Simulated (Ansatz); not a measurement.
InSe:

```
CELL_PARAMETERS angstrom
4.04733 0.00000 0.00000
-2.02366 3.50509 0.00000
0.00000 0.00000 18.05206
ATOMIC_POSITIONS crystal
In 0.33333 0.66667 0.07739
In 0.33333 0.66667 0.92261
In 0.00000 0.00000 0.42261
In 0.00000 0.00000 0.57739
Se 0.33333 0.66667 0.35298
Se 0.33333 0.66667 0.64702
Se 0.66667 0.33333 0.14700
Se 0.66667 0.33333 0.85300
```

Measurements of this composition are mostly on another form, of space group No. 160.

Base run:

* Program: Ansatz 0.2.0
* Functional: HSE06
* Potentials or basis: Ansatz PAW
* Cutoff: 420 eV (not typed: the program's choice for these potentials)
* k mesh: 6 × 6 × 2
* Occupations: fermi-dirac, width 0.05 eV
* Spin: no spin polarisation

Its results: band gap on the k mesh 1.47 eV, direct; pressure -0.2 GPa; largest force 0.082 eV/Å.

Question: The run is repeated on the same cell with these changes: functional from HSE06 to PBE0. What comes out?

Answer: Band gap on the k mesh 2.08 eV, direct; pressure -0.3 GPa; largest force 0.085 eV/Å.

Caveats: spin-orbit coupling is left out, which moves the levels of the heavy elements; this functional lacks dispersion, which binds the layers, so the pressure and a relaxed spacing across them are unreliable; the PAW data sets come from PBE, with cores solved anew for the run's functional, which leaves a small shift of forces and pressure; the thresholds are loose for stress.
